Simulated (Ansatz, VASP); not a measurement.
# GaN in VASP and in Ansatz

```
Ga N
1.0
     0.00000    2.25350    2.43378
     2.25350    0.00000    2.43378
     2.25350    2.25350    0.00000
Ga N
1 1
Direct
  0.00000 0.00000 0.00000
  0.75000 0.75000 0.75000
```

Change from the starting cell: strain +0.000 along x and y, +0.080 along z, atoms carried along.

Alike in both runs: task single point; functional PBE; k mesh 10 × 10 × 10; occupations gaussian, width 0.05 eV; no spin polarisation.

|  | VASP | Ansatz |
| --- | --- | --- |
| version | VASP 6.6.1 | Ansatz 0.2.0 |
| potentials or method | VASP PAW PBE potentials, release 64 (Ga_d, N) | scalar-relativistic, plane waves, PAW |
| plane-wave cutoff (eV) | 520 | 420 |
| valence electrons in the cell | 18 | 18 |

|  | VASP | Ansatz | Ansatz less VASP |
| --- | --- | --- | --- |
| gap on the k mesh at the Fermi level (eV) | 1.07 | 1.07 | -0.002 |
| least direct gap on the mesh (eV) | 1.07 | 1.07 | -0.002 |
| pressure (GPa) | -7.7 | -7.9 | -0.18 |
| largest component of the traceless stress (GPa) | 7.46 | 7.47 | +0.011 |

With one functional, cell and mesh, what is left measures potentials, basis and numerics.
